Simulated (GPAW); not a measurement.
Write an ASE script for GPAW 26.7.0 that does the following.

```
Task                : single point
Functional          : PBE
Potentials or basis : GPAW PAW data sets (gpaw-data 1.2.1)
Cutoff              : 800 eV
Basis               : pw
k mesh              : 10 × 10 × 10
Occupations         : fermi-dirac, width 0.05 eV
Spin                : collinear spin, ferromagnetic start
Starting moments    : [4.0, 0.0] μB
Maxiter             : 150
```

MnO:

```
CELL_PARAMETERS angstrom
0.00000 2.22391 2.22391
2.22391 0.00000 2.22391
2.22391 2.22391 0.00000
ATOMIC_POSITIONS crystal
Mn 0.00000 0.00000 0.00000
O 0.50000 0.50000 0.50000
```

The cell is a database's computed one.

These files were run (other wordings do the same):

run.py

```python
from ase import Atoms
from ase.dft.bandgap import bandgap
from ase.io import write
from ase.units import Bohr, GPa
from gpaw import GPAW, PW
from gpaw.elf import elf_from_dft_calculation

atoms = Atoms(['Mn', 'O'],
              cell=[[0.0, 2.2239077028, 2.2239077028],
                    [2.2239077028, 0.0, 2.2239077028],
                    [2.2239077028, 2.2239077028, 0.0]],
              scaled_positions=[[0.0, 0.0, 0.0],
                                [0.5, 0.5, 0.5]],
              pbc=True)
atoms.set_initial_magnetic_moments([4.0, 0.0])

calc = GPAW(mode=PW(800),
            xc='PBE',
            kpts={'size': (10, 10, 10), 'gamma': True},
            occupations={'name': 'fermi-dirac', 'width': 0.05},
            nbands=21,
            convergence={'density': 1e-05, 'energy': 1e-05},
            maxiter=150,
            txt='gpaw.txt')
atoms.calc = calc
energy = atoms.get_potential_energy()
forces = atoms.get_forces()
stress = atoms.get_stress()
calc.write('gs.gpw')
write('result.traj', atoms)
print(f'Energy: {energy:.6f} eV')
print('Forces (eV/A):')
print(forces.round(4))
print('Stress (GPa):', (stress / GPa).round(3))
print('Moments:', calc.get_magnetic_moments().round(3))
print('Fermi level:', round(calc.get_fermi_level(), 4), 'eV')
print(f'Gap: {bandgap(calc)[0]:.4f} eV, direct: {bandgap(calc, direct=True)[0]:.4f} eV')

# fields on the real-space grid
write('density.cube', atoms, data=calc.get_pseudo_density() * Bohr**3)
write('potential.cube', atoms, data=calc.get_electrostatic_potential())
write('spin.cube', atoms, data=(calc.get_pseudo_density(spin=0) - calc.get_pseudo_density(spin=1)) * Bohr**3)
write('elf.cube', atoms, data=elf_from_dft_calculation(calc).data)
```

Potentials or basis: GPAW PAW data sets (gpaw-data 1.2.1), pw.

Command:

```sh
$ OMP_NUM_THREADS=1 python run.py
```

Results of the run:

```json
{
  "Pressure": "1.4 GPa",
  "Band gap on the k mesh": "none (metal or under the smearing width)",
  "Net moment": "4.77 μB per cell",
  "Site moments": "Mn +4.24; O +0.17 μB"
}
```

Caveat: a cell with one magnetic atom can't hold antiferromagnetic order, which such compounds often take; semilocal functionals often make such compounds metallic where correlation or magnetic order opens a gap, which also shifts bond lengths.

Wall time 61 s on 1 thread of Arm Neoverse V1, on a shared host, peak memory 0.19 GiB.
